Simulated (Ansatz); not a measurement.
Runs of Ansatz 0.2.0 on Ni. Symmetry: Fm-3m, No. 225, cubic system. The conventional cell has a = 3.475 Å, b = 3.475 Å, c = 3.475 Å, α = 90.00°, β = 90.00°, γ = 90.00°. Ni (site symmetry m-3m) has 12 Ni at 2.46 Å as nearest neighbours. 

```csv
task,level,spin,cell,cutoff (eV),smearing,gap on the mesh (eV),pressure (GPa),moment (μB)
single point,B3LYP,"collinear, ferromagnetic start",as given,420,fermi-dirac 0.05 eV,none,13.2,0.85
relaxation of cell and atoms,PBEsol0,"collinear, ferromagnetic start",relaxed,420,fermi-dirac 0.05 eV,none,0.0,0.99
single point,PBE0,"collinear, ferromagnetic start",as given,420,fermi-dirac 0.05 eV,none,6.1,0.99
single point,r2SCAN50+D3(BJ),"collinear, random start",as given,500,methfessel-paxton 0.2 eV,none,(a),0.99
```

Alike in all rows: potentials or basis Ansatz PAW; k mesh 7 × 7 × 7; the mesh is coarse, so values aren't converged.

Fill in the values left out.

(a) -0.4.

Caveats: all runs use coarse meshes; the magnetic or orbital state may not be the lowest; the PAW data sets come from PBE, with cores solved anew for the run's functional, which leaves a small shift of forces and pressure; the thresholds are loose for stress (some runs); the plane-wave basis is chosen anew once the cell has moved, so the energies of steps on either side of that aren't comparable (some runs); pairwise dispersion overbinds metals, which lowers pressure and volume (some runs); the dispersion damping was fitted for another functional or another form of the correction (some runs).

A gap of «none» marks a metal or a gap under the smearing width.
